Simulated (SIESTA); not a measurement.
SnO2 (Cassiterite):

```
Sn O
1.0
     4.73800    0.00000    0.00000
     0.00000    4.73800    0.00000
     0.00000    0.00000    3.18650
Sn O
2 4
Direct
  0.50000 0.50000 0.50000
  0.00000 0.00000 0.00000
  0.80710 0.19290 0.50000
  0.69290 0.69290 0.00000
  0.19290 0.80710 0.50000
  0.30710 0.30710 0.00000
```

Program: SIESTA 5.4.2. Alike in all runs: task band structure; no spin polarisation; cell as given; k mesh 6 × 6 × 8; smearing fermi-dirac 0.05 eV; grid cutoff 800 Ry; energy shift 0.003 Ry.

Task: Order these runs on this cell by their pressure, lowest first.
A. level vdW-DF-cx; potentials or basis PseudoDojo 0.4 standard (PBE files), DZP (energy shift 0.003 Ry; two zetas on semicore shells)
B. level AM05; potentials or basis PseudoDojo 0.4 standard (PBEsol files), DZP (energy shift 0.003 Ry; two zetas on semicore shells)
C. level BLYP; potentials or basis PseudoDojo 0.4 standard (PBE files), DZP (energy shift 0.003 Ry; two zetas on semicore shells)

Result: B (11.6 GPa), A (13.3 GPa), C (24.0 GPa).

Caveats: the potentials were made for another functional, which shifts forces and pressure; the basis of atomic orbitals isn't converged, which shifts pressures, moduli and gaps.
